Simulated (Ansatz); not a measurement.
Hg: frozen-core PAW against all-electron methods

```xyz
1
Lattice="1.7357 1.0021 2.2414 -1.7357 1.0021 2.2414 0.0000 -2.0043 2.2414" Properties=species:S:1:pos:R:3 pbc="T T T"
Hg    0.0000    0.0000    0.0000
```

Conventional cell: a = 3.471 Å, b = 3.471 Å, c = 6.724 Å, α = 90.00°, β = 90.00°, γ = 120.00°. Around Hg (atom 1) lie 6 Hg at 3.01 Å.

The cell is COD entry 1541226, as deposited and not checked against the literature; nothing was relaxed. The listed cell was then made from it by scaling, straining or moving an atom.

No spin–orbit coupling, which matters for the heavy atoms here.

All numbers are computed: DFT, LDA, PAW with Ansatz's default frozen-core files, scalar-relativistic (Ansatz 0.2.0); DFT, LDA, all-electron LAPW, scalar-relativistic (Ansatz 0.2.0).

For PAW: a Γ-centred 12×12×12 k mesh, Fermi–Dirac smearing of 0.03 eV, cutoff 420 eV, no spin polarisation; the PAW files were made with PBE, and the program remakes their frozen cores for this functional. LAPW targets a basis error of 0.5 meV/atom. The Ansatz runs share mesh, smearing and spin set-up. Plane-wave (PAW) pressures include the program's estimate of the Pulay term.

Stress and pressure are positive in compression.

The change that made this cell: volume scaled by 1.01.

PAW results:

```json
{"quantity": "pressure (GPa)", "PAW": "-2.02"}
{"quantity": "stress xx (GPa)", "PAW": "-1.49"}
{"quantity": "stress zz (GPa)", "PAW": "-3.07"}
```

(1) What does all-electron LAPW give for the same quantities?

## Answers

(1) 
| quantity | LAPW |
| --- | --- |
| pressure (GPa) | -2.01 |
| stress xx (GPa) | -1.49 |
| stress zz (GPa) | -3.07 |
